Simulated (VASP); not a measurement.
# PbO in VASP: one cell, several levels of theory, part 2 of 2

The system is PbO, a lower-symmetry cell derived from the rocksalt prototype, a generated structure that needn't be the ground state.

VASP 6.6.1, plane waves, PAW. Earlier steps stand in the parts before.

## Step 3: Single point with r2SCAN

The input, INCAR:

```
ENCUT = 520.000000
SIGMA = 0.020000
EDIFF = 1.00e-07
ALGO = Normal
METAGGA = R2SCAN
PREC = Accurate
IBRION = -1
ISIF = 2
ISMEAR = -1
NBANDS = 17
NELM = 120
NSW = 0
LASPH = .TRUE.
LCHARG = .FALSE.
LWAVE = .FALSE.
LREAL = .FALSE.
```

The input, KPOINTS:

```
KPOINTS created by Atomic Simulation Environment
0
Gamma
8 8 8
0 0 0
```

The input, KPOINTS_OPT:

```
special points
9
Reciprocal
0.0000000000 0.0000000000 0.0000000000 1
0.5000000000 0.0000000000 0.5000000000 1
0.6250000000 0.2500000000 0.6250000000 1
0.3750000000 0.3750000000 0.7500000000 1
0.5000000000 0.5000000000 0.5000000000 1
0.5000000000 0.2500000000 0.7500000000 1
0.5000000000 0.4500000000 0.5500000000 1
0.1140950000 0.1164550000 -0.4524740000 1
-0.0633140000 0.0441080000 0.4916990000 1
```

The input, POSCAR:

```
Pb O
 1.0000000000000000
     0.0000000000000000    2.4537755714000000    2.7434185644000002
     2.4537755714000000    0.0000000000000000    2.7434185644000002
     2.4537755714000000    2.4537755714000000    0.0000000000000000
 Pb  O
   1   1
Cartesian
  0.0000000000000000  0.0000000000000000  0.0000000000000000
  2.4537755713999996  2.4537755713999996  2.7434185643999998
```

Started as:

```sh
$ mpirun -np 1 vasp_std
```

Printed to the terminal (iteration lines stand in OSZICAR):

```text
POSCAR found type information on POSCAR PbO
 POSCAR found :  2 types and       2 ions
 -----------------------------------------------------------------------------
|                                                                             |
|                                                                             |
|     You enforced a specific xc type in the INCAR file but a different       |
|     I HOPE YOU KNOW WHAT YOU ARE DOING!                                     |
|                                                                             |
 -----------------------------------------------------------------------------

 LDA part: xc-table for (None), standard interpolation
 POSCAR, INCAR and KPOINTS ok, starting setup
 FFT: planning ... GRIDC
 FFT: planning ... GRID_SOFT
 FFT: planning ... GRID
 WAVECAR not read
 entering main loop
 Start KPOINTS_OPT (optional k-point list driver)
k-point batch [1-9\9]
```

OSZICAR:

```text
N       E                     dE             d eps       ncg     rms          rms(c)
DAV:   1     0.116895074243E+03    0.11690E+03   -0.10705E+04  2039   0.149E+03
DAV:   2    -0.589074842449E+02   -0.17580E+03   -0.16689E+03  2137   0.367E+02
DAV:   3    -0.715705401472E+02   -0.12663E+02   -0.12583E+02  2493   0.105E+02
DAV:   4    -0.718168309780E+02   -0.24629E+00   -0.24613E+00  2591   0.148E+01
DAV:   5    -0.718244587326E+02   -0.76278E-02   -0.76272E-02  2850   0.259E+00    0.779E+00
DAV:   6    -0.640128790042E+02    0.78116E+01   -0.91794E+00  2862   0.413E+01    0.275E+00
DAV:   7    -0.641035618009E+02   -0.90683E-01   -0.57324E-01  2329   0.819E+00    0.151E+00
DAV:   8    -0.641153586054E+02   -0.11797E-01   -0.25588E-01  2582   0.821E+00    0.113E+00
DAV:   9    -0.640970229973E+02    0.18336E-01   -0.41599E-02  2615   0.380E+00    0.180E-01
DAV:  10    -0.640972158877E+02   -0.19289E-03   -0.50463E-03  2734   0.107E+00    0.922E-02
DAV:  11    -0.640971565108E+02    0.59377E-04   -0.45695E-04  2773   0.417E-01    0.138E-02
DAV:  12    -0.640971708860E+02   -0.14375E-04   -0.32167E-05  2487   0.585E-02    0.533E-03
DAV:  13    -0.640971704610E+02    0.42493E-06   -0.54971E-06  2838   0.238E-02    0.142E-03
DAV:  14    -0.640971703283E+02    0.13268E-06   -0.28507E-07  1909   0.591E-03    0.480E-04
DAV:  15    -0.640971702140E+02    0.11436E-06   -0.29747E-08  1244   0.147E-03    0.172E-04
DAV:  16    -0.640971702096E+02    0.43619E-08   -0.49422E-09  1129   0.877E-04
   1 F= -.64097170E+02 E0= -.64097170E+02  d E =-.275108E-07
       N       E                     dE             ncg
DAV:   1     0.243104875395E+04   -0.56719E+04      314
DAV:   2     0.876918491600E+03   -0.15541E+04      314
DAV:   3     0.765768708388E+03   -0.11115E+03      387
DAV:   4     0.763554809042E+03   -0.22139E+01      394
DAV:   5     0.763482752746E+03   -0.72056E-01      468
DAV:   6     0.763480731251E+03   -0.20215E-02      419
DAV:   7     0.763480717741E+03   -0.13510E-04      460
DAV:   8     0.763480717564E+03   -0.17695E-06      354
DAV:   9     0.763480717560E+03   -0.38906E-08      347
```

From OUTCAR:

```text
k-points           NKPTS =     59   k-points in BZ     NKDIM =     59   number of bands    NBANDS=     17

   NELECT =      20.0000    total number of electrons

   dimension x,y,z NGX =    28 NGY =   28 NGZ =   28
   dimension x,y,z NGXF=    56 NGYF=   56 NGZF=   56

  energy-cutoff  :      520.00
  volume of cell :       33.04
      direct lattice vectors                 reciprocal lattice vectors
     0.000000000  2.453775571  2.743418564    -0.203767617  0.203767617  0.182254362
     2.453775571  0.000000000  2.743418564     0.203767617 -0.203767617  0.182254362
     2.453775571  2.453775571  0.000000000     0.203767617  0.203767617 -0.182254362

 k-points in reciprocal lattice and weights: KPOINTS created by Atomic Simulation Env
   0.00000000  0.00000000  0.00000000       0.002
   0.12500000  0.00000000  0.00000000       0.016
   0.25000000  0.00000000  0.00000000       0.016
   0.37500000  0.00000000  0.00000000       0.016
   0.50000000  0.00000000  0.00000000       0.008
   0.12500000  0.12500000  0.00000000       0.004
   0.25000000  0.12500000  0.00000000       0.016
   0.37500000  0.12500000  0.00000000       0.016
[... 51 more k-points ...]

 E-fermi :   7.9223

 k-point     1 :       0.0000    0.0000    0.0000
  band No.  band energies     occupation
      1     -12.1133      2.00000
      2      -9.7068      2.00000
      3      -9.6540      2.00000
      4      -9.6540      2.00000
      5      -9.5525      2.00000
      6      -9.4244      2.00000
      7      -0.1501      2.00000
      8       4.1737      2.00000
      9       4.1737      2.00000
     10       4.7420      2.00000
     11      15.1466      0.00000
     12      17.7733      0.00000
     13      17.7733      0.00000
     14      18.2884      0.00000
     15      19.6240      0.00000
     16      19.8966      0.00000
     17      19.8966      0.00000

 k-point     2 :       0.1250    0.0000    0.0000
  band No.  band energies     occupation
      1     -12.0091      2.00000
      2      -9.6885      2.00000
      3      -9.6583      2.00000
      4      -9.6396      2.00000
      5      -9.5545      2.00000
      6      -9.4469      2.00000
      7      -0.4737      2.00000
      8       4.2887      2.00000
      9       4.4882      2.00000
     10       4.8829      2.00000
     11      13.7965      0.00000
     12      15.8692      0.00000
     13      16.9047      0.00000
     14      17.8309      0.00000
     15      20.3991      0.00000
     16      20.4590      0.00000
     17      21.5279      0.00000

 k-point     3 :       0.2500    0.0000    0.0000
  band No.  band energies     occupation
      1     -11.7414      2.00000
      2      -9.6868      2.00000
      3      -9.6731      2.00000
      4      -9.6166      2.00000
      5      -9.5206      2.00000
      6      -9.4883      2.00000
      7      -1.1007      2.00000
      8       4.5821      2.00000
      9       4.6962      2.00000
     10       5.6758      2.00000
     11      11.2997      0.00000
     12      14.0201      0.00000
     13      15.4450      0.00000
     14      17.6930      0.00000
     15      21.4932      0.00000
     16      21.5731      0.00000
     17      23.1062      0.00000

 k-point     4 :       0.3750    0.0000    0.0000
  band No.  band energies     occupation
      1     -11.4421      2.00000
      2      -9.7315      2.00000
      3      -9.6937      2.00000
      4      -9.6305      2.00000
      5      -9.4914      2.00000
      6      -9.4530      2.00000
      7      -1.6020      2.00000
      8       4.7743      2.00000
      9       4.9041      2.00000
     10       6.6718      2.00000
     11       9.2585      0.00000
     12      12.7617      0.00000
     13      14.2870      0.00000
     14      18.0266      0.00000
     15      22.8391      0.00000
     16      22.8590      0.00000
     17      23.1489      0.00000

 k-point     5 :       0.5000    0.0000    0.0000
  band No.  band energies     occupation
      1     -11.3047      2.00000
      2      -9.7563      2.00000
      3      -9.7090      2.00000
      4      -9.6469      2.00000
      5      -9.4817      2.00000
      6      -9.4213      2.00000
      7      -1.7852      2.00000
      8       4.8036      2.00000
      9       5.0482      2.00000
     10       7.4131      2.00000
     11       8.1761      0.00001
     12      12.2981      0.00000
     13      13.8480      0.00000
     14      18.3351      0.00000
     15      22.5674      0.00000
     16      23.7569      0.00000
     17      24.3501      0.00000

 k-point     6 :       0.1250    0.1250    0.0000
  band No.  band energies     occupation
      1     -12.0635      2.00000
      2      -9.7195      2.00000
      3      -9.6270      2.00000
      4      -9.6270      2.00000
      5      -9.5105      2.00000
      6      -9.4159      2.00000
      7      -0.2771      2.00000
      8       4.0766      2.00000
      9       4.0766      2.00000
     10       5.1305      2.00000
     11      12.8437      0.00000
     12      16.7481      0.00000
     13      16.7481      0.00000
     14      17.1742      0.00000
     15      21.3098      0.00000
     16      21.6154      0.00000
     17      21.6154      0.00000

 k-point     7 :       0.2500    0.1250    0.0000
  band No.  band energies     occupation
      1     -11.9383      2.00000
      2      -9.7110      2.00000
      3      -9.6191      2.00000
      4      -9.5975      2.00000
      5      -9.4486      2.00000
      6      -9.4280      2.00000
      7      -0.6098      2.00000
      8       4.1158      2.00000
      9       4.1765      2.00000
     10       5.5010      2.00000
     11      11.1879      0.00000
     12      14.7173      0.00000
     13      15.8844      0.00000
     14      18.1232      0.00000
     15      20.9400      0.00000
     16      22.7943      0.00000
     17      23.9508      0.00000

 k-point     8 :       0.3750    0.1250    0.0000
  band No.  band energies     occupation
      1     -11.6967      2.00000
      2      -9.6839      2.00000
      3      -9.6390      2.00000
      4      -9.5886      2.00000
      5      -9.4548      2.00000
      6      -9.3883      2.00000
      7      -1.1356      2.00000
      8       4.2012      2.00000
      9       4.3940      2.00000
     10       6.2148      2.00000
     11       9.7165      0.00000
     12      13.1262      0.00000
     13      14.8642      0.00000
     14      18.9278      0.00000
     15      21.1322      0.00000
     16      23.8866      0.00000
     17      24.0238      0.00000

 k-point     9 :       0.5000    0.1250    0.0000
  band No.  band energies     occupation
      1     -11.4576      2.00000
      2      -9.6862      2.00000
      3      -9.6626      2.00000
      4      -9.6131      2.00000
      5      -9.4728      2.00000
      6      -9.3711      2.00000
      7      -1.5280      2.00000
      8       4.0725      2.00000
      9       4.7766      2.00000
     10       7.2389      2.00000
     11       8.6380      0.00000
     12      12.1727      0.00000
     13      14.1226      0.00000
     14      19.4722      0.00000
     15      21.5411      0.00000
     16      23.7810      0.00000
     17      24.3729      0.00000

 k-point    10 :      -0.3750    0.1250    0.0000
  band No.  band energies     occupation
      1     -11.3684      2.00000
      2      -9.7086      2.00000
      3      -9.6961      2.00000
      4      -9.6239      2.00000
      5      -9.5049      2.00000
      6      -9.3993      2.00000
      7      -1.6515      2.00000
      8       4.0818      2.00000
      9       5.0296      2.00000
     10       7.6477      2.00000
     11       8.6768      0.00000
     12      11.9104      0.00000
     13      14.0104      0.00000
     14      19.2840      0.00000
     15      22.3024      0.00000
     16      22.5913      0.00000
     17      24.0593      0.00000

 k-point    11 :      -0.2500    0.1250    0.0000
  band No.  band energies     occupation
      1     -11.5141      2.00000
      2      -9.7162      2.00000
      3      -9.6944      2.00000
      4      -9.6041      2.00000
      5      -9.5433      2.00000
      6      -9.4669      2.00000
      7      -1.4603      2.00000
      8       4.2719      2.00000
      9       4.9696      2.00000
     10       6.6332      2.00000
     11      10.6323      0.00000
     12      12.3349      0.00000
     13      14.6934      0.00000
     14      18.8008      0.00000
     15      21.1743      0.00000
     16      22.2209      0.00000
     17      23.5652      0.00000

[... the tables of k-points 12 to 59 left out ...]

  Total        3.4412137      3.4412137      0.0053135      0.0000000      0.0000000      0.0000000
  in kB      166.8900635    166.8900635      0.2576899      0.0000000      0.0000000      0.0000000
  external PRESSURE =     111.3459390 kB  Pullay stress =       0.0000000 kB

 POSITION                                       TOTAL-FORCE (eV/Angst)
 -----------------------------------------------------------------------------------
      0.00000      0.00000      0.00000        -0.000000      0.000000      0.000000
      2.45378      2.45378      2.74342         0.000000     -0.000000     -0.000000
 -----------------------------------------------------------------------------------
    total drift:                                0.000000      0.000000      0.000000

  FREE ENERGIE OF THE ION-ELECTRON SYSTEM (eV)
  ---------------------------------------------------
  free  energy   TOTEN  =       -64.0971702096 eV

  energy  without entropy=      -64.0971701821  energy(sigma->0) =      -64.09717020
```

Hardware: 1 MPI rank of Intel Xeon 6975P-C, shared host.

The levels at the points of KPOINTS_OPT are read from vasprun.xml.

Band energies at the special points (eV, zero at the top of v, the last band that the electrons fill by count):

```
point    v−1      v     c   c+1
    Γ  -3.73  -3.16  7.24  9.87
    X  -5.16  -4.16  4.34  5.53
    U  -4.03  -2.83  3.03  4.40
    K  -3.82  -2.32  3.18  3.71
    L  -2.86  -0.49  0.27  4.39
    W  -5.39  -1.18  3.29  4.31
```

r2SCAN gives an indirect gap of 0.04 eV, from (0.11, 0.12, -0.45) to (-0.06, 0.04, 0.49); the least direct gap is 0.17 eV. The pressure is 11.13 GPa; the forces vanish within 0.01 eV/Å.

## Step 4: Results

What follows sums up all 2 parts.

```
 level  gap (eV)  pressure (GPa)  Ansatz: gap (eV)  Ansatz: pressure (GPa)
   PBE     -0.17           13.41             -0.17                   13.44
r2SCAN      0.04           11.13              0.04                   10.86
```

A negative gap is an overlap of bands.

In words: The gap spans -0.17 eV (PBE) to 0.04 eV (r2SCAN). Spin-orbit coupling is left out, though the cell holds Pb (Z = 82); in an element this heavy it can shift bands and gaps by tenths of an eV. The pressure is highest with PBE (13.4 GPa) and lowest with r2SCAN (11.1 GPa), which orders the cells that they would relax to. The two programs agree on the gap within 0.01 eV, far less than the spread between functionals. Each program uses its own PAW datasets and cutoff.
